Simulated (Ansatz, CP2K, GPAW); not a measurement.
# One calculation of K, 3 ways

```xyz
1
Lattice="4.8951 0.0000 0.0000 -1.6317 4.6152 0.0000 -1.6317 -2.3076 3.9969" Properties=species:S:1:pos:R:3 pbc="T T T"
K     0.0000    0.0000    0.0000
```

Alike in all runs: task single point; functional LDA; k mesh 7 × 7 × 7; occupations methfessel-paxton, width 0.1 eV; no spin polarisation; no spin-orbit coupling. LDA stands for any of its common fits. Pressure is positive in compression and, in plane waves, holds the error of the finite cutoff.

```tsv
program and potentials	plane-wave cutoff (eV)	notes	pressure (GPa)
CP2K, GTH_POTENTIALS K GTH-PADE-q9; TZVP-MOLOPT-PBE-GTH basis	-	atomic basis	-0.85
Ansatz, all-electron LAPW, scalar-relativistic	-	-	?
GPAW, the program's PAW data sets (release 1.2.1) made for this functional	600	-	-0.81
```

Question: Estimate from the other rows what the run with Ansatz, all-electron LAPW, scalar-relativistic gave.

Answer: Pressure -0.80 GPa. The other rows, which needn't bracket it: pressure -0.85 to -0.81.
